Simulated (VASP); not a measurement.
A run of VASP 6.6.1 is set up as follows.

The input INCAR:

```
PREC = Accurate
ENCUT = 600
EDIFF = 1E-7
ISMEAR = -1
SIGMA = 0.05
LREAL = False
LASPH = True
NELM = 120
ALGO = Fast
ISIF = 3
LWAVE = False
LCHARG = False
ISPIN = 2
MAGMOM = 1 0
LORBIT = 11
LMAXMIX = 4
GGA = PE
IBRION = 2
NSW = 40
EDIFFG = -0.02
```

Contents of KPOINTS:

```
Automatic mesh
0
Gamma
  11 11 11
```

File POSCAR:

```
NiO
1.0
    0.0000000000      2.0859016414      2.0859016414
    2.0859016414      0.0000000000      2.0859016414
    2.0859016414      2.0859016414      0.0000000000
Ni O
1 1
Direct
    0.0000000000      0.0000000000      0.0000000000
    0.5000000000      0.5000000000      0.5000000000
```

Potentials or basis: VASP PAW PBE potentials, release 64 (Ni, O).

The run is started by

```console
$ cat potpaw_PBE.64/Ni/POTCAR potpaw_PBE.64/O/POTCAR > POTCAR
$ mpirun -np 1 vasp_std > vasp.out
```

Task: What does it give for the site moments?

Result: Ni +1.46; O +0.27 μB.

Task: Predict the net moment.

Result: 1.77 μB per cell.

Task: What does it give for the space group after relaxing (to 0.05 Å)?

Result: Fm-3m (No. 225).

Task: What does it give for the relaxed volume?

Result: 9.34 Å³/atom.

Final structure:
```cif
data_structure
_symmetry_space_group_name_H-M 'P 1'
_symmetry_Int_Tables_number 1
_cell_length_a 2.9784
_cell_length_b 2.9784
_cell_length_c 2.9784
_cell_angle_alpha 60.000
_cell_angle_beta 60.000
_cell_angle_gamma 60.000
_cell_volume 18.68
loop_
_atom_site_label
_atom_site_type_symbol
_atom_site_fract_x
_atom_site_fract_y
_atom_site_fract_z
_atom_site_occupancy
Ni1 Ni 0.00000 0.00000 0.00000 1
O1 O 0.50000 0.50000 0.50000 1
```

Caveat: a cell with one magnetic atom can't hold antiferromagnetic order, which such compounds often take. Zero-point motion and thermal expansion aren't in these numbers.
